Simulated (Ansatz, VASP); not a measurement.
## TiB2 in VASP and in Ansatz

The input INCAR:

```
PREC = Accurate
ENCUT = 520
EDIFF = 1E-8
ISMEAR = -1
SIGMA = 0.08
LREAL = False
LASPH = True
NELM = 80
ALGO = Normal
ISIF = 2
LWAVE = False
LCHARG = False
GGA = PS
LEFG = True
NBANDS = 16
```

File KPOINTS:

```
regular mesh
0
Gamma
  15 15 13
```

Contents of POSCAR:

```
TiB2
1.0
    3.0291982016      0.0000000000      0.0000000000
   -1.5145991008      2.6233625957      0.0000000000
    0.0000000000      0.0000000000      3.1315480000
Ti B
1 2
Direct
    0.0000000000      0.0000000000      0.0000000000
    0.3333333333      0.6666666667      0.5000000000
    0.6666666667      0.3333333333      0.5000000000
```

Input for Ansatz:

```yaml
crystal:
  lattice:
    - [3.0291982016, 0.0, 0.0]
    - [-1.5145991008, 2.6233625957, 0.0]
    - [0.0, 0.0, 3.131548]
  atoms:
    - { symbol: Ti, position: [0.0, 0.0, 0.0] }
    - { symbol: B, position: [0.3333333333, 0.6666666667, 0.5] }
    - { symbol: B, position: [0.6666666667, 0.3333333333, 0.5] }
kpoints:
  mp_grid: { grid: [15, 15, 13] }
scf:
  occupations: { method: fermi_dirac, width: 0.08 }
hamiltonian:
  xc: pbesol
  pseudopotentials: { kind: paw }
output:
  forces: true
  stress: true
  eigenvalues: true
  efg: { contact_densities: true }
  write_density: true
  write_potential: true
  elf: true
  volumetric_format: npy
```

Change from the starting cell: zz strain of -3 %, PAW files.

Alike in both runs: task electric field gradients; functional PBEsol; k mesh 15 × 15 × 13; occupations fermi-dirac, width 0.08 eV; no spin polarisation.

|  | VASP | Ansatz |
| --- | --- | --- |
| version | VASP 6.6.1 | Ansatz 0.2.0 |
| potentials or method | VASP PAW PBE potentials, release 64 (Ti_sv, B) | PAW with Ansatz's default frozen-core files, scalar-relativistic |
| plane-wave cutoff (eV) | 520 | 420 |
| valence electrons in the cell | 18 | 18 |

VASP gave:

- pressure (GPa): 2.2
- largest component of the traceless stress (GPa): 5.46
- Vzz of the field gradient on the site that differs most (V/Å²): 14.1

Problem. Estimate Ansatz's values.

Solution. Pressure (GPa): 1.8; largest component of the traceless stress (GPa): 5.55; Vzz of the field gradient on the site that differs most (V/Å²): 16.0.

Caveats: the PAW data sets were made with another functional, which shifts forces and pressure a little (VASP).
